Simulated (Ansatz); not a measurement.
## Thickness series in LiCl

The reference is LiCl in the rock salt structure (space group Fm-3m, No. 225; a = 5.1123 Å). Axes: x, y, z lie along the cube axes.

Free-standing slabs (2 atom(s) a layer) normal to the z axis with 15 Å of vacuum; in-plane cell held at bulk.

All numbers come from r2SCAN in Ansatz (plane waves to 500 eV, PAW, spin-orbit coupling left out).

Notes on the quantities. layer's space group: with vacuum.

```csv
variant,thickness between the outermost nuclei,layer's space group,band gap
base,–,–,7.29 eV
1 layer,–,P4/mmm (No. 123),6.06 eV
2 layers,2.68 Å,P4/nmm (No. 129),6.64 eV
3 layers,5.19 Å,P4/mmm (No. 123),6.63 eV
4 layers,7.77 Å,P4/nmm (No. 129),6.72 eV
5 layers,10.32 Å,P4/mmm (No. 123),6.74 eV
6 layers,12.88 Å,P4/nmm (No. 129),6.75 eV
7 layers,15.44 Å,P4/mmm (No. 123),6.75 eV
```

Gaps are read on the SCF mesh and a high-symmetry path. Stability against distortions was not tested.

Ansatz is a first-principles code.
